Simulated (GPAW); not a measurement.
Crystal: Fe.

```xyz
1
Lattice="-1.4430 1.4430 1.4430 1.4430 -1.4430 1.4430 1.4430 1.4430 -1.4430" Properties=species:S:1:pos:R:3 pbc="T T T"
Fe    0.0000    0.0000    0.0000
```

| Item | Value |
| --- | --- |
| Program | GPAW 26.7.0 |
| Task | relaxation of cell and atoms |
| Functional | PBEsol |
| Potentials or basis | PAW data sets generated in the run's folder for this functional |
| Cutoff | 600 eV |
| Basis | pw |
| k mesh | 13 × 13 × 13 |
| Occupations | fermi-dirac, width 0.05 eV |
| Spin | collinear spin, ferromagnetic start |
| Starting moments | [3.0] μB |

At the start: pressure -16.0 GPa; volume 12.02 Å³/atom.

Question: How do energy, volume and symmetry change on relaxing?

Answer: Over 4 steps the energy falls by 60.5 meV/atom and the volume is 10.95 Å³/atom (-8.9 %); space group Im-3m (No. 229, to 0.05 Å); moment 2.07 μB per cell.

The path:
| step | energy change (eV) | largest force (eV/Å) | pressure (GPa) | volume (Å³) |
| --- | --- | --- | --- | --- |
| 1 | 0.0000 | 0.0000 | -15.96 | 12.02 |
| 2 | -0.0475 | 0.0000 | -8.69 | 11.42 |
| 3 | -0.0592 | 0.0000 | 2.83 | 10.81 |
| 4 | -0.0605 | 0.0000 | -0.15 | 10.95 |

Final structure:
```cif
data_structure
_symmetry_space_group_name_H-M 'P 1'
_symmetry_Int_Tables_number 1
_cell_length_a 2.4228
_cell_length_b 2.4228
_cell_length_c 2.4228
_cell_angle_alpha 109.471
_cell_angle_beta 109.471
_cell_angle_gamma 109.471
_cell_volume 10.95
loop_
_atom_site_label
_atom_site_type_symbol
_atom_site_fract_x
_atom_site_fract_y
_atom_site_fract_z
_atom_site_occupancy
Fe1 Fe 0.00000 0.00000 0.00000 1
```

Caveat: each step starts from the last one's moments, so a moment once lost doesn't come back; later steps reuse the first step's grids.
